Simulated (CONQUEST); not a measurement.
# InP (F-43m) in CONQUEST: notebook

One crystal, InP, is run at these levels: PBE, PBE+D2; tasks: single point, relaxation of cell and atoms.

Program: CONQUEST 1.3. These are calculated values, not measurements. Logs are shortened: lines on timing, memory, paths and dates and some standing lists are left out, and cuts for length are marked.

**The experiment to reproduce.**

A printed reference work, data compilation reports, for a bulk crystal of InP at 1.6 K: band gap 1.4236 eV (direct).

The results are compared with them further down.

### 1 The structure

It takes space group F-43m (No. 216, cubic). The conventional cell has a = 5.861 Å, b = 5.861 Å, c = 5.861 Å, α = 90.00°, β = 90.00°, γ = 90.00°. In (site symmetry -43m) has 4 P at 2.54 Å as nearest neighbours. P (site symmetry -43m) has 4 In at 2.54 Å as nearest neighbours.

### 2 Single point, PBE

The input, Conquest_input:

```
IO.Title InP
IO.Coordinates coords.dat
IO.FractionalAtomicCoords T
IO.Iprint 2
IO.Iprint_init 1
General.NumberOfSpecies 2
General.PseudopotentialType hamann
AtomMove.TypeOfRun static
AtomMove.FullStress T
Grid.GridCutoff 120
DM.SolutionMethod diagon
Diag.MPMesh T
Diag.GammaCentred T
Diag.MPMeshX 5
Diag.MPMeshY 5
Diag.MPMeshZ 4
Diag.kT 0.00183747
minE.SCTolerance 1e-6
SC.MaxIters 100
IO.AtomChargeOutput T
%block ChemicalSpeciesLabel
1 114.820 In
2 30.970 P
%endblock
```

The input, coords.dat:

```
    7.8316918409     0.0000000000     0.0000000000
    0.0000000000     7.8316918409     0.0000000000
    0.0000000000     0.0000000000    11.0756848164
4
  0.0000000000   0.0000000000   0.0000000000 1 T T T
  0.5000000000   0.5000000000   0.5000000000 1 T T T
  0.0000000000   0.5000000000   0.2500000000 2 T T T
  0.5000000000   0.0000000000   0.7500000000 2 T T T
```

Potentials or basis: PseudoDojo NC PBE, SZP, grid cutoff 120 Ha.

Started as:

```console
$ Conquest
```

What it wrote:

```text
Simulation cell dimensions:     7.8317 a0 x     7.8317 a0 x    11.0757 a0

      Atomic coordinates (a0)
         Atom         X         Y         Z  Species
            1    0.0000    0.0000    0.0000        1
            2    3.9158    3.9158    5.5378        1
            3    0.0000    3.9158    2.7689        2
            4    3.9158    0.0000    8.3068        2

         Monkhorst-Pack mesh:   5 x   5 x   4 gamma-centred
        This calculation includes non-local pseudopotentials,
         with a maximum core radius of      8.41238623

    Job title: InP
    Job to be run: static calculation

[... 5 lines left out ...]
      Using Fermi-Dirac smearing

    Integration grid size:     40 x   40 x   60

    Integration grid spacing:  0.196 a0 x 0.196 a0 x 0.185 a0

    Number of species:  2
    --------------------------------------------------------
    |   #  mass (au)  Charge (e)  SF Rad (a0)  NSF  Label  |
    --------------------------------------------------------
    |   1    114.820      13.000        8.615   14  In     |
    |   2     30.970       5.000        7.049    9  P      |
    --------------------------------------------------------
          SCF tolerance:                 0.00000100
          SCF iterations:               100

    The functional used will be GGA PBE96

           radial cut-off to be used is taken to be max PAO cut-off radius for this species:    8.412386

           greatest ang. mom. for making density from PAOs:  2

           radial cut-off to be used is taken to be max PAO cut-off radius for this species:    6.725484

           greatest ang. mom. for making density from PAOs:  2
    Minimum blocs/proc is     1500. Maximum blocs/proc is     1500
    set_atom_dens: In set_atomic_density, electrons :      36.000000000000
 matrix_size & matrix_size_padH =           46          46

    Screened ion int: energy:    -110.987824862252 Ha

    new_SC_potl: Starting.  Tolerance:  0.10000E-05

    PulayMixSC: Starting Pulay mixing, A_up =  0.500 A_dn =  0.500
    PulayMixSC: Spin non-polarised calculation.
          Harris-Foulkes Energy            :      -146.754164882597564 Ha
          (TS=0 as O(N) or entropic contribution is negligible)
          DFT Total Energy                 :      -146.684536317352922 Ha
          Total number of electrons        :        36.000000000001187
    PulayMixSC: Pulay iteration     1 residual:              0.27179E-02
          Harris-Foulkes Energy            :      -146.721755350608134 Ha
          GroundState Energy (E-(1/2)TS)   :      -146.721755364190358 Ha
          Free Energy (E-TS)               :      -146.721755377772610 Ha
          DFT Total Energy                 :      -146.720987704708705 Ha
          Total number of electrons        :        36.000019543058350
    PulayMixSC: Pulay iteration     2 residual:              0.87563E-03
          Harris-Foulkes Energy            :      -146.721381202111786 Ha
          GroundState Energy (E-(1/2)TS)   :      -146.721381214044470 Ha
          Free Energy (E-TS)               :      -146.721381225977183 Ha
          DFT Total Energy                 :      -146.721377017667976 Ha
          Total number of electrons        :        36.000028040677456
    PulayMixSC: Pulay iteration     3 residual:              0.41341E-03
          Harris-Foulkes Energy            :      -146.721392425408027 Ha
          GroundState Energy (E-(1/2)TS)   :      -146.721392438177759 Ha
          Free Energy (E-TS)               :      -146.721392450947462 Ha
          DFT Total Energy                 :      -146.721387461668485 Ha
          Total number of electrons        :        36.000035862847383
    PulayMixSC: Pulay iteration     4 residual:              0.48497E-04
          Harris-Foulkes Energy            :      -146.721389071731892 Ha
          GroundState Energy (E-(1/2)TS)   :      -146.721389084049434 Ha
          Free Energy (E-TS)               :      -146.721389096366948 Ha
          DFT Total Energy                 :      -146.721389061879336 Ha
          Total number of electrons        :        36.000036188870617
    PulayMixSC: Pulay iteration     5 residual:              0.15813E-05
          Harris-Foulkes Energy            :      -146.721389067377686 Ha
          GroundState Energy (E-(1/2)TS)   :      -146.721389079651800 Ha
          Free Energy (E-TS)               :      -146.721389091925914 Ha
          DFT Total Energy                 :      -146.721389063774097 Ha
          Total number of electrons        :        36.000036142120059
    PulayMixSC: Pulay iteration     6 residual:              0.10321E-05
          Harris-Foulkes Energy            :      -146.721389065293636 Ha
          GroundState Energy (E-(1/2)TS)   :      -146.721389077580312 Ha
          Free Energy (E-TS)               :      -146.721389089866989 Ha
          DFT Total Energy                 :      -146.721389065290140 Ha
          Total number of electrons        :        36.000036132058376
    PulayMixSC: Pulay iteration     7 residual:              0.11220E-07
    PulayMixSC: Reached SCF tolerance of  0.11220E-07 after      7 iterations
      | Number of electrons      =        36.000036
      |* band energy as 2Tr[K.H] =       -20.256078369039216 Ha
      |  screened ion-ion energy =      -110.987824862251728 Ha
      |  Ha correction           =         1.103056495898975 Ha
      |  XC correction           =       -16.580542376878885 Ha
      | GS Energy as E-(1/2)TS   =      -146.721389077580312 Ha
      | Free Energy as E-TS      =      -146.721389089866989 Ha
      |* Harris-Foulkes energy   =      -146.721389065293636 Ha
      |* DFT total energy        =      -146.721389065290140 Ha
      |  estimated accuracy      =        -0.000000000003496 Ha

    force: Forces on atoms (Ha/a0)
    force:  Atom   X              Y              Z
    force:     1   0.0000000000   0.0000000000   0.0000000000
    force:     2   0.0000000000   0.0000000000   0.0000000000
    force:     3   0.0000000000   0.0000000000   0.0000000000
    force:     4   0.0000000000   0.0000000000   0.0000000000

    force: Maximum force :        0.00000000(Ha/a0) on atom         1 in z direction
    force: Force Residual:        0.00000000 Ha/a0
    force: Total stress:         -6.37574025     0.00000000     0.00000000 GPa
                             0.00000000    -6.37574025     0.00000000
                             0.00000000     0.00000000    -6.23571213
    force: Average pressure:      6.32906421 GPa

    force: Finished force
    get_E_and_F: Change in energy during last step of electronic optimisation:  0.20841E-08

    BIBLIOGRAPHY: Please consider citing the following references in the conquest.bib file

    CONQUEST:         Bowler2002pt, Miyazaki2004, Nakata2020
    Basis:            Bowler2019
    DM:               Bowler:2006xr
    Pseudopotentials: Hamann2013, Bowler2019
    XC functional:    Perdew1996
```

It took 26 s on 1 thread of Intel Xeon Platinum 8559C (Emerald Rapids), shared host; peak memory 0.57 GiB.

Results:

```
Free energy            : -3992.4924 eV
Pressure               : 6.3 GPa
Band gap on the k mesh : 1.08 eV
Mulliken charges       : In +0.59; P -0.59 e
```

Caveat: the atomic basis is small; Mulliken charges move with the basis; the box holds several primitive cells, so bands are folded and the points are those of the box's own zone; spin-orbit coupling is left out, which moves the levels of the heavy elements; the basis of atomic orbitals isn't converged, which shifts pressures, moduli and gaps; the real-space grid breaks the cell's symmetry a little.

### 3 Single point, PBE

Conquest_input, as its differences from that of step 2:

```diff
@@ -13,4 +13,4 @@
 Diag.GammaCentred T
-Diag.MPMeshX 5
-Diag.MPMeshY 5
+Diag.MPMeshX 6
+Diag.MPMeshY 6
 Diag.MPMeshZ 4
```

coords.dat is that of step 2.

Potentials or basis: PseudoDojo NC PBE, SZP, grid cutoff 120 Ha.

Started as:

```console
$ Conquest
```

It took 33 s on 1 thread of Intel Xeon Platinum 8559C (Emerald Rapids), shared host; peak memory 0.57 GiB.

The run converged. Its results:

* Free energy: -3992.5073 eV
* Pressure: 6.3 GPa
* Band gap on the k mesh: 1.08 eV
* Mulliken charges: In +0.59; P -0.59 e

Caveat: the atomic basis is small; Mulliken charges move with the basis; spin-orbit coupling is left out, which moves the levels of the heavy elements; the basis of atomic orbitals isn't converged, which shifts pressures, moduli and gaps.

(Part 1 of 2 ends here.)
